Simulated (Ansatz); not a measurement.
# LaB6: the cost of one run

Program: Ansatz 0.2.0. Level of theory: DFT PBE, scalar-relativistic, plane waves, PAW. These are calculated values, not measurements.

1 further run of the same task is left out (it didn't finish).

## (1) The structure to begin with

The structure is cubic, space group Pm-3m (No. 221). The conventional cell has a = 4.171 Å, b = 4.171 Å, c = 4.171 Å, α = 90.00°, β = 90.00°, γ = 90.00°. La (site symmetry m-3m) has 24 B at 3.08 Å as nearest neighbours. Around B (site symmetry 4mm) lie 5 B at 1.70 to 1.77 Å.

As a file:

```
La B
1.0
     4.17081    0.00000    0.00000
     0.00000    4.17081    0.00000
     0.00000    0.00000    4.17081
La B
1 6
Direct
  0.00000 0.00000 0.00000
  0.21170 0.50000 0.50000
  0.78830 0.50000 0.50000
  0.50000 0.50000 0.21170
  0.50000 0.50000 0.78830
  0.50000 0.21170 0.50000
  0.50000 0.78830 0.50000
```

## (2) Full relaxation

File input.yaml:

```yaml
crystal:
  lattice:
    - [4.1708057416, 0.0, 0.0]
    - [0.0, 4.1708057416, 0.0]
    - [0.0, 0.0, 4.1708057416]
  atoms:
    - { symbol: La, position: [0.0, 0.0, 0.0] }
    - { symbol: B, position: [0.2117, 0.5, 0.5] }
    - { symbol: B, position: [0.7883, 0.5, 0.5] }
    - { symbol: B, position: [0.5, 0.5, 0.2117] }
    - { symbol: B, position: [0.5, 0.5, 0.7883] }
    - { symbol: B, position: [0.5, 0.2117, 0.5] }
    - { symbol: B, position: [0.5, 0.7883, 0.5] }
basis:
  ecutwfc: 420
  ecutrho_ratio: 4
kpoints:
  mp_grid: { grid: [8, 8, 8] }
hamiltonian:
  xc: pbe
scf:
  occupations: { method: gaussian, width: 0.05 }
output:
  forces: true
  stress: true
  eigenvalues: true
relax:
  f_tol: 0.01
  max_steps: 60
  cell: { stress_tol: 0.04 }
```

On the command line:

```bash
$ ansatz run input.yaml --threads 4 --pin off --max-ram 8192MiB --backend cpu --events-out ev --progress --plain --runs-dir out
```

What time and memory should one allow on 4 threads of Arm Neoverse V1, shared host?

About 6.5 s, with a peak of 0.42 GiB.
